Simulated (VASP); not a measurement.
Wanted: the native input for a VASP 6.6.1 run.

```yaml
Task: band structure
Functional: PBE
Potentials_or_basis: VASP PAW PBE potentials, release 64 (W_sv, C)
Cutoff: 520 eV
k_mesh: 10 × 10 × 9
Occupations: fermi-dirac, width 0.05 eV
Spin: no spin polarisation
Further_INCAR_settings: ALGO = Fast; EDIFF = 1e-06; NBANDS = 16
```

Crystal: WC (Qusongite).

```
W C
1.0
     2.90650    0.00000    0.00000
    -1.45325    2.51710    0.00000
     0.00000    0.00000    2.83660
W C
1 1
Direct
  0.00000 0.00000 0.00000
  0.66667 0.33333 0.50000
```

These files were run (other wordings do the same):

POSCAR

```
WC
1.0
    2.9065000000      0.0000000000      0.0000000000
   -1.4532500000      2.5171028361      0.0000000000
    0.0000000000      0.0000000000      2.8366000000
W C
1 1
Direct
    0.0000000000      0.0000000000      0.0000000000
    0.6666666667      0.3333333333      0.5000000000
```

INCAR.step1

```
SYSTEM = WC
  PREC = Accurate
  ENCUT = 520
  EDIFF = 1E-6
  ISMEAR = -1
  SIGMA = 0.05
  LREAL = .FALSE.
  LASPH = .TRUE.
  NELM = 80
  ALGO = Fast
  ISIF = 2
  LWAVE = .FALSE.
  LCHARG = .TRUE.
  LMAXMIX = 4
  GGA = PE
  NBANDS = 16
```

KPOINTS.step1

```
Automatic mesh
0
G
  10 10 9
  0 0 0
```

INCAR.step2

```
SYSTEM = WC
  PREC = Accurate
  ENCUT = 520
  EDIFF = 1E-6
  ISMEAR = 0
  SIGMA = 0.05
  LREAL = .FALSE.
  LASPH = .TRUE.
  NELM = 80
  ALGO = Fast
  ISIF = 2
  LWAVE = .FALSE.
  LCHARG = .FALSE.
  LMAXMIX = 4
  GGA = PE
  NBANDS = 16
  ICHARG = 11
```

KPOINTS.step2

```
path GMKGALHA,LM,KH
20
line-mode
reciprocal
 0.0000000000  0.0000000000  0.0000000000  G
 0.5000000000  0.0000000000  0.0000000000  M

 0.5000000000  0.0000000000  0.0000000000  M
 0.3333333333  0.3333333333  0.0000000000  K

 0.3333333333  0.3333333333  0.0000000000  K
 0.0000000000  0.0000000000  0.0000000000  G

 0.0000000000  0.0000000000  0.0000000000  G
 0.0000000000  0.0000000000  0.5000000000  A

 0.0000000000  0.0000000000  0.5000000000  A
 0.5000000000  0.0000000000  0.5000000000  L

 0.5000000000  0.0000000000  0.5000000000  L
 0.3333333333  0.3333333333  0.5000000000  H

 0.3333333333  0.3333333333  0.5000000000  H
 0.0000000000  0.0000000000  0.5000000000  A

 0.5000000000  0.0000000000  0.5000000000  L
 0.5000000000  0.0000000000  0.0000000000  M

 0.3333333333  0.3333333333  0.0000000000  K
 0.3333333333  0.3333333333  0.5000000000  H
```

Potentials or basis: VASP PAW PBE potentials, release 64 (W_sv, C).

The run is started by

```console
$ cat potpaw_PBE.64/W_sv/POTCAR potpaw_PBE.64/C/POTCAR > POTCAR
$ cp INCAR.step1 INCAR
$ cp KPOINTS.step1 KPOINTS
$ mpirun -np 1 vasp_std > vasp.out
$ cp INCAR.step2 INCAR
$ cp KPOINTS.step2 KPOINTS
$ mpirun -np 1 vasp_std > vasp.out
```

It gave:

```
Band gap along the path : none (metal or under the smearing width)
```

Caveat: the log is that of the step along the path at fixed density, whose energy, stress, charges and moments have no meaning; spin-orbit coupling is left out, which moves the levels of the heavy elements.

Run time: 28 s on 1 thread of AMD EPYC 9R45 (Zen 5), with other jobs on the host, peak memory 0.15 GiB.
